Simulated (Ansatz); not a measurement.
## How settings move the G0W0 gap of CaSe (zincblende)

CaSe in the zincblende structure, relaxed with r2SCAN; one-shot G0W0 in Ansatz without spin-orbit coupling. These are computed values for a spin-unpolarised cell that may be hypothetical; none is a measurement.

```cif
data_structure
_symmetry_space_group_name_H-M 'F-43m'
_symmetry_Int_Tables_number 216
_cell_length_a 6.5591
_cell_length_b 6.5591
_cell_length_c 6.5591
_cell_angle_alpha 90.000
_cell_angle_beta 90.000
_cell_angle_gamma 90.000
_cell_volume 282.19
loop_
_atom_site_label
_atom_site_type_symbol
_atom_site_symmetry_multiplicity
_atom_site_Wyckoff_symbol
_atom_site_fract_x
_atom_site_fract_y
_atom_site_fract_z
_atom_site_occupancy
Ca1 Ca 4 a 0.00000 0.00000 0.00000 1
Se1 Se 4 d 0.25000 0.25000 0.75000 1
```

Gaps are read over the mesh points alone. G0W0 values are finite-basis, finite-mesh values.
```json
{"start": "PBE", "potentials": "PAW", "frequency model": "contour deformation", "mesh": "4×4×4", "empty bands": "160", "screening cutoff (eV)": "100", "Kohn-Sham gap (eV)": "3.20", "G0W0 gap (eV)": "4.48"}
{"start": "PBE", "potentials": "PAW", "frequency model": "contour deformation", "mesh": "4×4×4", "empty bands": "386", "screening cutoff (eV)": "180", "Kohn-Sham gap (eV)": "3.20", "G0W0 gap (eV)": "4.58"}
{"start": "PBE", "potentials": "PAW", "frequency model": "contour deformation", "mesh": "4×4×4", "empty bands": "750", "screening cutoff (eV)": "260", "Kohn-Sham gap (eV)": "3.20", "G0W0 gap (eV)": "4.61"}
{"start": "HSE06", "potentials": "PAW", "frequency model": "contour deformation", "mesh": "4×4×4", "empty bands": "386", "screening cutoff (eV)": "180", "Kohn-Sham gap (eV)": "4.09", "G0W0 gap (eV)": "5.10"}
{"start": "r2SCAN", "potentials": "PAW", "frequency model": "contour deformation", "mesh": "4×4×4", "empty bands": "386", "screening cutoff (eV)": "180", "Kohn-Sham gap (eV)": "3.70", "G0W0 gap (eV)": "4.85"}
{"start": "PBE0", "potentials": "PAW", "frequency model": "contour deformation", "mesh": "4×4×4", "empty bands": "386", "screening cutoff (eV)": "180", "Kohn-Sham gap (eV)": "4.76", "G0W0 gap (eV)": "5.33"}
{"start": "PBE", "potentials": "PAW", "frequency model": "Godby-Needs pole", "mesh": "4×4×4", "empty bands": "386", "screening cutoff (eV)": "180", "Kohn-Sham gap (eV)": "3.20", "G0W0 gap (eV)": "4.58"}
{"start": "PBE", "potentials": "PAW", "frequency model": "contour deformation", "mesh": "6×6×6", "empty bands": "114", "screening cutoff (eV)": "80", "Kohn-Sham gap (eV)": "3.21", "G0W0 gap (eV)": "4.41"}
{"start": "PBE", "potentials": "norm-conserving", "frequency model": "contour deformation", "mesh": "4×4×4", "empty bands": "386", "screening cutoff (eV)": "180", "Kohn-Sham gap (eV)": "3.20", "G0W0 gap (eV)": "4.58"}
```

G0W0 moves the gap on the mesh from 3.20 eV (PBE) to 4.61 eV (Γ–K (0.67 of the way from Γ) to Γ). Renormalisation factors Z lie between 0.75 and 0.81.

Raising bands and cutoff together moves the gap by +0.10 eV (100 to 180 eV), then +0.03 eV (180 to 260 eV); the last step is small, which bounds nothing strictly. Starting from HSE06 (4.09 eV against PBE's 3.20 eV) gives 5.10 eV, +0.52 eV from G0W0@PBE at the same screening cutoff. Starting from r2SCAN (3.70 eV against PBE's 3.20 eV) gives 4.85 eV, +0.27 eV from G0W0@PBE at the same screening cutoff. Starting from PBE0 (4.76 eV against PBE's 3.20 eV) gives 5.33 eV, +0.75 eV from G0W0@PBE at the same screening cutoff. The Godby-Needs plasmon pole differs from contour deformation by 0.00 eV. Norm-conserving potentials (wave cutoff 1170 eV against 420 eV) shift the quasiparticle gap by 0.00 eV and the PBE gap by 0.00 eV. r2SCAN runs take a wave cutoff of 500 eV.
